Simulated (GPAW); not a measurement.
AlNi3, 4 atoms in the cell. It takes space group Pm-3m (No. 221, cubic). The conventional cell has a = 3.523 Å, b = 3.523 Å, c = 3.523 Å, α = 90.00°, β = 90.00°, γ = 90.00°. Around Ni (site symmetry 4/mmm) lie 8 Ni at 2.49 Å and 4 Al at 2.49 Å. Around Al (site symmetry m-3m) lie 12 Ni at 2.49 Å. The cell is a database's computed one.

| Property | Result |
| --- | --- |
| Program | GPAW 26.7.0 |
| Task | equation of state |
| Functional | SCAN |
| Potentials or basis | GPAW PAW data sets (gpaw-data 1.2.1) |
| Cutoff | 600 eV |
| Basis | pw |
| k mesh | 5 × 5 × 5 |
| Occupations | fermi-dirac, width 0.05 eV |
| Spin | collinear spin, ferromagnetic start |
| Starting moments | [1.0, 1.0, 1.0, 0.0] μB |
| Maxiter | 150 |
| Eos scales | [0.94, 0.96, 0.98, 1.0, 1.02, 1.04, 1.06] |

Potentials or basis: GPAW PAW data sets (gpaw-data 1.2.1), pw.

Command:

```bash
$ OMP_NUM_THREADS=1 python run.py
```

Hardware: 1 thread of Arm Neoverse V1, on a shared host.

Task: Estimate the wall time of this run.

Result: Wall time 10 min on 1 thread of Arm Neoverse V1, on a shared host, peak memory 0.9 GiB. Counts: scf iterations 92, plane waves 1385, bands 45, k points 10.
